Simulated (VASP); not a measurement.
**A VASP 6.6.1 single-point calculation on NaCl**

INCAR

```
EDIFF = 1E-7
NELM = 120
MAGMOM = 3 3
ISPIN = 2
LWAVE = .FALSE.
PREC = High
SIGMA = 0.02
LASPH = .TRUE.
ISIF = 2
LCHARG = .FALSE.
GGA = PE
NBANDS = 14
NSW = 0
ENCUT = 520
IBRION = -1
LREAL = .FALSE.
ISMEAR = -1
```

KPOINTS

```
KPOINTS created by Atomic Simulation Environment
0
Gamma
8 8 8
0 0 0
```

POSCAR

```
Na Cl
 1.0000000000000000
     0.0000000000000000    2.6905908724000001    2.6905908724000001
     2.6905908724000001    0.0000000000000000    2.6905908724000001
     2.6905908724000001    2.6905908724000001    0.0000000000000000
 Na  Cl
   1   1
Cartesian
  0.0000000000000000  0.0000000000000000  0.0000000000000000
  2.6905908723999996  2.6905908723999996  2.6905908723999996
```

The recommended PBE PAW datasets give the neutral cell 14 valence electrons.

Command

```
mpirun -np 1 vasp_std
```

Problem. How does this run end, and what does it give?

Solution. It converged. Results: pressure 6.0 GPa; magnetic moment of the cell 0.00 μB.

OSZICAR

```
N       E                     dE             d eps       ncg     rms          rms(c)
DAV:   1     0.110071574993E+03    0.11007E+03   -0.73321E+03  1630   0.107E+03
DAV:   2     0.657441849768E+01   -0.10350E+03   -0.95887E+02  1772   0.290E+02
DAV:   3    -0.113430748935E+01   -0.77087E+01   -0.76634E+01  2122   0.721E+01
DAV:   4    -0.125208758411E+01   -0.11778E+00   -0.11773E+00  1912   0.947E+00
DAV:   5    -0.125440883842E+01   -0.23213E-02   -0.23211E-02  2088   0.136E+00    0.245E+01
DAV:   6    -0.594765467396E+01   -0.46932E+01   -0.24153E+00  2056   0.223E+01    0.963E+00
DAV:   7    -0.665057537815E+01   -0.70292E+00   -0.41319E-01  1912   0.867E+00    0.160E+00
DAV:   8    -0.665412553559E+01   -0.35502E-02   -0.34783E-02  1780   0.160E+00    0.991E-01
DAV:   9    -0.666009377984E+01   -0.59682E-02   -0.64626E-03  1918   0.732E-01    0.418E-01
DAV:  10    -0.666138469809E+01   -0.12909E-02   -0.20383E-03  1852   0.486E-01    0.110E-01
DAV:  11    -0.666190129108E+01   -0.51659E-03   -0.56014E-04  1840   0.258E-01    0.467E-02
DAV:  12    -0.666194212275E+01   -0.40832E-04   -0.64185E-05  1948   0.768E-02    0.244E-02
DAV:  13    -0.666196333896E+01   -0.21216E-04   -0.33167E-05  1804   0.554E-02    0.763E-03
DAV:  14    -0.666196695910E+01   -0.36201E-05   -0.26912E-06  1972   0.194E-02    0.155E-03
DAV:  15    -0.666196704862E+01   -0.89522E-07   -0.27583E-07  1942   0.591E-03
   1 F= -.66619670E+01 E0= -.66619670E+01  d E =-.191160E-11  mag=    -0.0000
```

For comparison, a separate PBE run of the intended cell, on usual settings and not on those above, gives a gap of 5.71 eV on its mesh and a pressure of 6.0 GPa.
